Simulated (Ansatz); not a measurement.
## AgCl: one input, then a changed one

The cell was built from the zincblende type and relaxed in the same program; it needn't be a known or the stable phase. The listed cell was then made from it by scaling, straining or moving an atom.

First run: DFT, PBE, all-electron PAW with datasets made for the crystal, scalar-relativistic (Ansatz 0.2.0).

Command: `ansatz run input.yaml --threads 1 --pin off --max-ram 2048MiB --backend cpu --events-out ev --progress --plain --runs-dir out` The run took 8.2 s on 1 thread of Arm Neoverse V2 (shared host), peak memory 0.49 GiB.

```yaml
crystal:
  lattice:
    - [0.0, 3.0889659025, 3.0889659025]
    - [3.0889659025, 0.0, 3.0889659025]
    - [3.0889659025, 3.0889659025, 0.0]
  atoms:
    - { symbol: Ag, position: [0.0, 0.0, 0.0] }
    - { symbol: Cl, position: [0.25, 0.25, 0.25] }
kpoints:
  mp_grid: { grid: [11, 11, 11] }
scf:
  occupations: { method: fermi_dirac, width: 0.03 }
hamiltonian:
  xc: pbe
  pseudopotentials: { kind: all_electron, datasets: crystal }
output:
  forces: true
  stress: true
  eigenvalues: true
  efg: { contact_densities: true }
```

Result: converged; pressure -1.50 GPa; gap on the k mesh 1.37 eV (the mesh can miss the band edges); 8 SCF iterations.

The input is then changed:

```diff
@@ -10,5 +10,5 @@
   mp_grid: { grid: [11, 11, 11] }
 scf:
-  occupations: { method: fermi_dirac, width: 0.03 }
+  occupations: { method: tetrahedron }
 hamiltonian:
   xc: pbe
@@ -19,3 +19,5 @@
   eigenvalues: true
   efg: { contact_densities: true }
+basis:
+  xc_grid: 1
```

Q: What does the second run give?

A: It converged; energy at zero smearing 0.0 meV/atom from the first run; pressure -1.50 GPa; gap on the k mesh 1.37 eV (the mesh can miss the band edges); 8 SCF iterations.
